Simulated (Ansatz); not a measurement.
Relaxed bulk NbN:

```
Nb N
1.0
     0.00000    2.19025    2.19025
     2.19025    0.00000    2.19025
     2.19025    2.19025    0.00000
Nb N
1 1
Direct
  0.50000 0.50000 0.50000
  0.00000 0.00000 0.00000
```

Miller indices refer to the conventional cell of Fm-3m (No. 225), a = 4.380 Å, b = 4.380 Å, c = 4.380 Å, α = 90.00°, β = 90.00°, γ = 90.00°.

The (111) slab of 11 planes, 12.6 Å thick with 15 Å of vacuum as cut; outer planes Nb (top) and Nb (bottom).

Method: Ansatz 0.2.0, DFT PBEsol, scalar-relativistic, plane waves, PAW. Settings: cutoff 420 eV, Γ-centred mesh 12×12×1 on the computed 11-atom cell, Gaussian smearing of 0.10 eV; no spin polarisation. The cell repeats along c with a dipole correction in the vacuum.

The slab isn't stoichiometric (Nb6N5), so its surface energy depends on the chemical potentials; it is given with the excess atoms taken from the element's standard state, a limit at which the compound may itself be unstable, so the figure can be too low.

With the atoms at the bulk's places:

```yaml
Surface_energy_with_the_excess_atoms_taken_from_the_elements: 2.70 J/m²
Work_function: 4.93 eV
```

Question: What changes when all atoms relax within this surface cell and its symmetry?

Answer: The energy falls by 0.210 J/m² a face, and the largest move is 0.10 Å.

* Surface energy with the excess atoms taken from the elements: 2.49 J/m²
* Work function: 4.90 eV

```tsv
plane (bottom to top)	atoms	spacing to next, bulk (Å)	relaxed (Å)	change (%)
1	Nb	1.265	1.106	-12.5
2	N	1.265	1.283	+1.4
3	Nb	1.265	1.259	-0.4
4	N	1.265	1.309	+3.5
5	Nb	1.265	1.269	+0.3
6	N	1.265	1.269	+0.3
7	Nb	1.265	1.309	+3.5
8	N	1.265	1.259	-0.4
9	Nb	1.265	1.283	+1.4
10	N	1.265	1.106	-12.5
11	Nb
```

Spin polarisation was left out, and a magnetic state may lie lower.